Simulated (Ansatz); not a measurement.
## TiAl3: start and end of a relaxation

This trial cell of TiAl3 was written down by chemical analogy (P6_3/mmc, No. 194). Its size is a guess.

POSCAR.start

```
Ti Al
1.0
     5.65000    0.00000    0.00000
    -2.82500    4.89304    0.00000
     0.00000    0.00000    9.20000
Ti Al
4 12
Direct
  0.33333 0.66667 0.25000
  0.00000 0.00000 0.00000
  0.00000 0.00000 0.50000
  0.66667 0.33333 0.75000
  0.50000 0.50000 0.50000
  0.66667 0.83334 0.75000
  0.50000 0.00000 0.00000
  0.16667 0.83334 0.75000
  0.50000 0.00000 0.50000
  0.83334 0.66667 0.25000
  0.00000 0.50000 0.00000
  0.00000 0.50000 0.50000
  0.50000 0.50000 0.00000
  0.83334 0.16667 0.25000
  0.33333 0.16667 0.25000
  0.16667 0.33333 0.75000
```

Theory: DFT PBE, scalar-relativistic, plane waves, PAW (Ansatz). Cutoff 420 eV, Gaussian smearing, Γ-centred meshes. Cell and atoms relax first on a coarse mesh, the cell is then made exact in the group found at 0.06 to 0.08 Å, and last on a converged mesh; the steps can't lower the symmetry of their start. No spin polarisation.

POSCAR.end

```
Ti Al
1.0
     5.63067    0.00000    0.00000
    -2.81534    4.87631    0.00000
     0.00000    0.00000    9.21512
Ti Al
4 12
Direct
  0.33333 0.66667 0.25000
  0.00000 0.00000 0.00000
  0.00000 0.00000 0.50000
  0.66667 0.33333 0.75000
  0.50000 0.50000 0.50000
  0.66688 0.83344 0.75000
  0.50000 0.00000 0.00000
  0.16656 0.83344 0.75000
  0.50000 0.00000 0.50000
  0.83344 0.66688 0.25000
  0.00000 0.50000 0.00000
  0.00000 0.50000 0.50000
  0.50000 0.50000 0.00000
  0.83344 0.16656 0.25000
  0.33312 0.16656 0.25000
  0.16656 0.33312 0.75000
```

The symmetry stays P6_3/mmc (No. 194). The volume per atom shrinks by 0.5 %, from 15.9 to 15.8 Å³. The shortest distance goes from 2.82 Å (Ti–Al and Al–Al) to 2.81 Å (Al–Al).

For TiAl3, the volume per atom is 15.81 Å³, the density is 3.38 g/cm³ and the energy over the elements is −0.34 eV/atom. The gap on the 6×6×4 mesh of the 16-atom cell is 0 eV (a metal).

Formation energies are uncorrected and refer to the elements' standard structures at the same level.

The last run used Gaussian smearing of 0.10 eV. A structure relaxed within its symmetry needn't be a true minimum. Another cell of the same search, in I4/mmm, lies 66 meV/atom lower, so this cell isn't the stable form at this level.
